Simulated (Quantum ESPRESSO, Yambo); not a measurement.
# BaS (Fm-3m): G0W0 with Yambo, start to end, part 2 of 3

Wanted: ground state, empty states, screening and self-energy for BaS (Fm-3m).

Quantum ESPRESSO 7.5 and Yambo 5.3.0; PBE and many-body steps on it, plane waves. Known limits of the many-body steps: not at the basis limit; no spin-orbit coupling.

So far. Step 2 (Ground state): The gap is indirect, with the least direct gap 0.13 eV higher. Step 3 (Bands along the symmetry lines): The gap is 2.146 eV, as in the run before at this level.

## 4. Empty states on the mesh, 4×4×4 mesh, 104 bands

Level of this step: DFT, PBE, plane waves, norm-conserving pseudopotentials (Quantum ESPRESSO).

The sums over transitions need many empty states on a uniform mesh; this step solves for them.

Contents of pw.in:

```
&control
  calculation = 'nscf'
  prefix = 'x'
  outdir = 'o'
  pseudo_dir = 'pseudo'
/
&system
  ibrav = 0
  nat = 2
  ntyp = 2
  ecutwfc = 40.0
  nbnd = 104
  force_symmorphic = .true.
/
&electrons
  conv_thr = 1e-9
  electron_maxstep = 80
  diago_full_acc = .true.
  diago_thr_init = 5e-6
/
ATOMIC_SPECIES
  Ba 137.33 Ba.upf
  S 32.06 S.upf
CELL_PARAMETERS angstrom
  -0.0000000000 3.1937500000 3.1937500000
  3.1937500000 -0.0000000000 3.1937500000
  3.1937500000 3.1937500000 -0.0000000000
ATOMIC_POSITIONS crystal
  Ba 0.0000000000 0.0000000000 0.0000000000
  S 0.5000000000 0.5000000000 0.5000000000
K_POINTS automatic
  4 4 4 0 0 0
```

Launch:

```console
OMP_NUM_THREADS=1 mpirun -n 4 pw.x -nk 4 -in pw.in > pw.out
```

The program printed:

```text
[banner, memory and clock lines left out]
Program PWSCF v.7.5 starts

     Atomic positions and unit cell read from directory:
     o/x.save/

     Message from routine setup:
     using ibrav=0 with symmetry is DISCOURAGED, use correct ibrav instead

     G-vector sticks info

     bravais-lattice index     =            0
     lattice parameter (alat)  =       8.5352  a.u.
     unit-cell volume          =     439.6725 (a.u.)^3
     number of atoms/cell      =            2
     number of atomic types    =            2
     number of electrons       =        16.00
     number of Kohn-Sham states=          104
     kinetic-energy cutoff     =      40.0000  Ry
     charge density cutoff     =     160.0000  Ry
     Exchange-correlation= PBE
                           (   1   4   3   4   0   0   0)

     celldm(1)=   8.535221  celldm(2)=   0.000000  celldm(3)=   0.000000
     celldm(4)=   0.000000  celldm(5)=   0.000000  celldm(6)=   0.000000

     crystal axes: (cart. coord. in units of alat)
               a(1) = (  -0.000000   0.707107   0.707107 )
               a(2) = (   0.707107  -0.000000   0.707107 )
               a(3) = (   0.707107   0.707107  -0.000000 )

     reciprocal axes: (cart. coord. in units 2 pi/alat)
               b(1) = ( -0.707107  0.707107  0.707107 )
               b(2) = (  0.707107 -0.707107  0.707107 )
               b(3) = (  0.707107  0.707107 -0.707107 )
     Pseudo is Norm-conserving + core correction, Zval = 10.0
     Generated using ONCVPSP code by D. R. Hamann
     Using radial grid of 1958 points,  6 beta functions with:
     Pseudo is Norm-conserving + core correction, Zval =  6.0
     Generated using ONCVPSP code by D. R. Hamann
     Using radial grid of 1146 points,  6 beta functions with:
     Ba               10.00   137.33000     Ba( 1.00)
     S                 6.00    32.06000     S ( 1.00)

     48 Sym. Ops., with inversion, found

   Cartesian axes

     site n.     atom                  positions (alat units)
         1        Ba     tau(   1) = (   0.0000000   0.0000000   0.0000000  )
         2        S      tau(   2) = (   0.7071068   0.7071068   0.7071068  )

     number of k points=     8
                       cart. coord. in units 2pi/alat
        k(    1) = (   0.0000000   0.0000000   0.0000000), wk =   0.0312500
        k(    2) = (   0.1767767   0.1767767  -0.1767767), wk =   0.2500000
        k(    3) = (  -0.3535534  -0.3535534   0.3535534), wk =   0.1250000
[...]
k(    7) = (  -0.7071068   0.0000000   0.0000000), wk =   0.0937500
        k(    8) = (  -0.7071068   0.3535534   0.0000000), wk =   0.1875000

     Dense  grid:    15065 G-vectors     FFT dimensions: (  36,  36,  36)

     The potential is recalculated from file :
     o/x.save/charge-density

     Starting wfcs are    9 randomized atomic wfcs +   95 random wfcs

     Band Structure Calculation

     End of band structure calculation

          k = 0.0000 0.0000 0.0000 (  1893 PWs)   bands (ev):

   -20.1603  -5.2015  -5.2015  -5.2015  -4.4386   5.8941   5.8941   5.8941
     9.5199   9.8002   9.8002   9.8002  10.7242  10.7242  14.4498  20.6113
    20.6113  20.6113  22.6518  22.6518  22.6518  24.3456  24.3456  25.7206
[...]
k = 0.1768 0.1768-0.1768 (  1886 PWs)   bands (ev):

[...]
k =-0.3536-0.3536 0.3536 (  1892 PWs)   bands (ev):

[...]
64.7275  64.7275  65.9795  66.4077  66.6600  66.6600  68.9609  70.4338
    71.0457  71.0457  71.6010  71.6010  73.0348  73.0348  74.0369  74.2168

          k = 0.3536 0.0000 0.0000 (  1876 PWs)   bands (ev):

     [... further k-points ...]

     highest occupied, lowest unoccupied level (ev):     5.8941    8.0404

     XML data file, pseudopotentials, collected wavefunctions
```

The job ended after 5.2 s (4 MPI ranks of Intel Xeon Platinum 8259CL at 2.50GHz (Skylake/Cascade Lake), shared host; peak memory 0.28 GiB; 20 s of CPU time).

This step gave:

```
gap                                                           : 2.146 eV
k of the valence top                                          : 0, 0, 0
k of the conduction bottom                                    : 0, -0.5, -0.5
least direct gap                                              : 2.272 eV
k points computed                                             : 8
lowest point of the top converged band, above the valence top : 65.7191 eV
```

On this mesh the gap is 2.146 eV.

## 5. Conversion and set-up

This step: Yambo 5.3.0; conversion and set-up on PBE, plane waves, norm-conserving pseudopotentials.

The states are converted to the many-body program's format and the q mesh is built.

Launch:

```console
(cd o/x.save; p2y > p2y.log; mv SAVE ../..); yambo > setup.log
```

The program printed:

```text
 Yambo, version 5.3.0

 [02] CORE Variables Setup
 =========================

  [02.01] Unit cells
  ==================

  Cell kind             :  FCC
  Atoms in the cell     :  Ba  S
  number of Ba atoms    :  1
  number of S  atoms    :  1

  List of atomic masses
  Mass of Ba    :  137.3300
  Mass of S     :  32.06000

  List of atomic coordinates    : [cc]
  Ba1       :  0.000000  0.000000  0.000000  order 1
  S1       :  6.035313  6.035313  6.035313  order 2

  Alat factors          :  6.035313  6.035313  6.035313 [a.u.]
  Direct lattice volume :  439.6725 [a.u.]
  Direct lattice vectors:  A[ 1 ]  A[ 2 ]  A[ 3 ]
   A[ 1 ]: -0.000000  1.000000  1.000000  [iru]
  -0.000000  6.035313  6.035313  [cc]
   A[ 2 ]:  1.000000 -0.000000  1.000000  [iru]
   6.035313 -0.000000  6.035313  [cc]
   A[ 3 ]:  1.000000  1.000000 -0.000000  [iru]
   6.035313  6.035313 -0.000000  [cc]

  Recip. lattice volume :  0.564170 [a.u.]
  Recip. lattice vectors:  B[ 1 ]  B[ 2 ]  B[ 3 ]
   B[ 1 ]: -0.500000  0.500000  0.500000  [iku]
  -0.520535  0.520535  0.520535  [cc]
   B[ 2 ]:  0.500000 -0.500000  0.500000  [iku]
   0.520535 -0.520535  0.520535  [cc]
   B[ 3 ]:  0.500000  0.500000 -0.500000  [iku]
   0.520535  0.520535 -0.520535  [cc]

  [02.02] Symmetries
  ==================

  Inversion symmetry    : yes
  Spatial inversion     : yes
  Inversion index       :  25
  K-space Time-reversal : no
  Magnetic symmetries   : no
  Group table correct   : yes
  Symmetries units      :  [cc]

   [S  1]:   1.0000      0.42301E-17  0.42301E-17  0.42301E-17   1.0000     -0.42301E-17 -0.42301E-17 -0.42301E-17   1.0000
   [S  2]:  -1.0000     -0.42301E-17  0.42301E-17 -0.42301E-17  -1.0000     -0.42301E-17  0.42301E-17  0.42301E-17   1.0000
   [S  3]:  -1.0000      0.42301E-17 -0.42301E-17 -0.42301E-17   1.0000      0.42301E-17  0.42301E-17 -0.42301E-17  -1.0000
[...]
[... 36 further rows ...]
   [S 47]:  0.42301E-17   1.0000     -0.42301E-17 -0.42301E-17  0.42301E-17  -1.0000       1.0000     -0.42301E-17  0.42301E-17
   [S 48]:  0.42301E-17  -1.0000      0.42301E-17 -0.42301E-17 -0.42301E-17   1.0000       1.0000      0.42301E-17 -0.42301E-17

  [02.03] Reciprocal space
  ========================

  nG shells         :  199
  nG charge         :  15065
  nG WFs            :  2413
  nC WFs            :  1893
  G-vecs. in first 19 shells:  [ Number ]
     1    9   15   27   51   59   65   89  113
    137   169   181   229   259   283   307   331   339
    387
  ...
  Shell energy in first 19 shells:  [ mHa ]
    0.00000      406.435      541.914      1083.83      1490.26      1625.74      2167.66      2574.09      2709.57
    3251.48      3657.92      4335.31      4741.75      4877.22      5419.14      5825.57      5961.05      6502.97
    6909.40
  ...

  [02.04] K-grid lattice
  ======================

  Compatible Grid is   : 3D
[...]
BZ  K-points                                      :   64

  K/Q-points units:
  rlu = crystal or reduced units; cc = cartesian coordinates; iku = interal k-units

  K [1]          [rlu]:  0.000000  0.000000  0.000000
         WF components:  1893
  K [2]          [rlu]:  0.74313E-17  0.74313E-17  0.25000
         WF components:  1886
  K [3]          [rlu]: -0.14863E-16 -0.14863E-16 -0.50000
         WF components:  1892
  K [4]          [rlu]: -0.74488E-17  0.25000      0.25000
         WF components:  1876
  K [5]          [rlu]:  0.54615E-17  0.25000     -0.50000
         WF components:  1872
  [... 2 further k-points ...]
  K [8]          [rlu]:  0.250000 -0.500000 -0.250000
         WF components:  1888

  [02.05] Energies & Occupations
  ==============================

  [X] === General ===
  [X] Electronic Temperature                        :  0.000000  0.000000 [eV K]
  [X] Bosonic    Temperature                        :  0.000000  0.000000 [eV K]
  [X] Finite Temperature mode                       : no
  [X] El. density                                   :  0.24558E+24 [cm-3]
  [X] Fermi Level                                   :  5.894091 [eV]

  [X] === Gaps and Widths ===
  [X] Conduction Band Min                           :  2.146280 [eV]
  [X] Valence Band Max                              :  0.000000 [eV]
  [X] Filled Bands                                  :   8
  [X] Empty Bands                                   :    9  104
  [X] Direct Gap                                    :  2.272370 [eV]
  [X] Direct Gap localized at k                     :   7
  [X] Indirect Gap                                  :  2.146280 [eV]
  [X] Indirect Gap between kpts                     :   1   7
  [X] Last valence band width                       :  1.057937 [eV]
  [X] 1st conduction band width                     :  3.430145 [eV]

  E @ K [1]:  [eV]
   -26.054      -11.096      -11.096      -11.096      -10.333     -0.28380E-09 -0.95314E-10   0.0000
    3.62583   3.90611   3.90611   3.90611   4.83013   4.83013   8.55574  14.71718
  occ @ K [1]
   2.000000  2.000000  2.000000  2.000000  2.000000  2.000000  2.000000  2.000000
[...]
E @ K [2]:  [eV]
[...]
occ @ K [2]
[...]
E @ K [3]:  [eV]
[...]
occ @ K [3]
[...]
E @ K [4]:  [eV]
[...]
occ @ K [4]
[...]
E @ K [5]:  [eV]
[...]
occ @ K [5]
[...]
[... 2 further k-points ...]
  E @ K [8]:  [eV]
[...]
occ @ K [8]
   2.000000  2.000000  2.000000  2.000000  2.000000  2.000000  2.000000  2.000000
   0.000000  0.000000  0.000000  0.000000  0.000000  0.000000  0.000000  0.000000

 [03] Transferred momenta grid and indexing
 ==========================================

 IBZ Q-points                                      :   8
 BZ  Q-points                                      :   64

 K/Q-points units:
 rlu = crystal or reduced units; cc = cartesian coordinates; iku = interal k-units

 Q [1]          [rlu]:  0.000000  0.000000  0.000000
 Q [2]          [rlu]:  0.74313E-17  0.74313E-17  0.25000
 Q [3]          [rlu]: -0.14863E-16 -0.14863E-16 -0.50000
[...]
Q [7]          [rlu]:  0.14898E-16 -0.50000     -0.50000
 Q [8]          [rlu]:  0.250000 -0.500000 -0.250000

  [03.01] X indexes
  =================

   [03.01.01] Sigma indexes
   ========================

 [06] Game Over & Game summary
```

Elapsed: 3.1 s, on 1 MPI rank; peak memory 0.24 GiB.

[end of part 2 of 3]

[Paths, hosts, dates, memory and timing lines, banners, echoed tables and standing remarks are left out of the program output.]

[Logs are printed without paths, hosts, clocks, repeated set-up lines and the standing remarks that a program may print on its own settings, such as how far it seeks lower states.]

[Runs of the session that timed out or met a known fault of the program may be left out.]

[Hosts, paths, dates, database ids (printed as entryN), source tags and the programs' standing remarks are cut or masked in the printed files.]
